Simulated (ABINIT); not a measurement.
Crystal: In.

```
In
1.0
     3.33548    0.00000    0.00000
    -1.66774    2.88861    0.00000
     0.00000    0.00000    5.50914
In
2
Direct
  0.66667 0.33333 0.75000
  0.33333 0.66667 0.25000
```

This isn't the form of In at room conditions, which is tetragonal.

```yaml
Program: ABINIT 10.8.3 (patched build)
Task: relaxation of cell and atoms
Functional: LDA
Potentials_or_basis: JTH PAW LDA v2.0
Cutoff: 599 eV
k_mesh: 9 × 9 × 5
Occupations: fermi-dirac, width 0.05 eV
Spin: no spin polarisation
```

At the start: pressure -2.8 GPa; volume 26.54 Å³/atom.

**Question.** Where does the relaxation end?

**Answer.** Over 6 steps the energy falls by 18.0 meV/atom and the volume is 24.68 Å³/atom (-7.0 %); space group P6_3/mmc (No. 194, to 0.05 Å).

The path:
```
step  energy change (eV)  largest force (eV/Å)  pressure (GPa)  volume (Å³)
   1              0.0000                0.0000           -2.78        53.08
   2             -0.0075                0.0000           -2.52        52.63
   3             -0.0342                0.0000            0.72        48.67
   4             -0.0358                0.0000           -0.07        49.44
   5             -0.0359                0.0000           -0.01        49.37
   6             -0.0359                0.0000            0.01        49.35
```

Final structure:
```
In
1.0
     3.26960    0.00000    0.00000
    -1.63480    2.83155    0.00000
     0.00000    0.00000    5.33057
In
2
Cartesian
  1.6348 0.9439 3.9979
  0.0000 1.8877 1.3326
```
